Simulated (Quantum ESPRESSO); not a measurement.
## V under changes of volume

One of the cells (13.872 Å³/atom); the others are scaled copies at fixed shape and fractional positions:

```
V
1.0
     2.60429    0.00000    0.00000
    -1.30215    2.25538    0.00000
     0.00000    0.00000    4.72334
V
2
Direct
  0.33333 0.66667 0.25000
  0.66667 0.33333 0.75000
```

This isn't the form of V at room conditions, which is bcc.

| Item | Value |
| --- | --- |
| Program | Quantum ESPRESSO 7.5 |
| Functional | LDA |
| Potentials or basis | GBRV 1.5 LDA |
| Cutoff | 612 eV |
| Density cutoff | 4898 eV |
| k mesh | 12 × 12 × 6 |
| Occupations | fermi-dirac, width 0.05 eV |
| Spin | collinear spin, ferromagnetic start |
| Starting moments | [2.0, 2.0] μB |

| volume (Å³/atom) | energy over the lowest point (meV/atom) | pressure (GPa) |
| --- | --- | --- |
| 13.039 | 0.00 | -2.4 |
| 13.317 | 7.72 | -6.3 |
| 13.594 | 21.81 | -9.8 |
| 13.872 | 41.61 | -12.9 |
| 14.149 | 66.60 | -15.7 |
| 14.427 | ? | ? |
| 14.704 | 130.00 | -20.5 |

Problem. What does the run at 14.427 Å³/atom give?

Solution. Energy over the lowest point 96.22 meV/atom; pressure -18.3 GPa.

Worked out: A Birch-Murnaghan fit of order 3 (a polynomial in V^(-2/3)) to the other rows has its minimum at 12.88 Å³/atom, just outside them, with B0 = V·E''(V) = 202 GPa and B' = 3.9 at fixed shape and positions, which overstates the stiffness. It gives 96.26 meV/atom at 14.427 Å³/atom, against the run's 96.22, and -dE/dV = -18.4 GPa, against -18.3.

Energies are extrapolated to zero smearing.
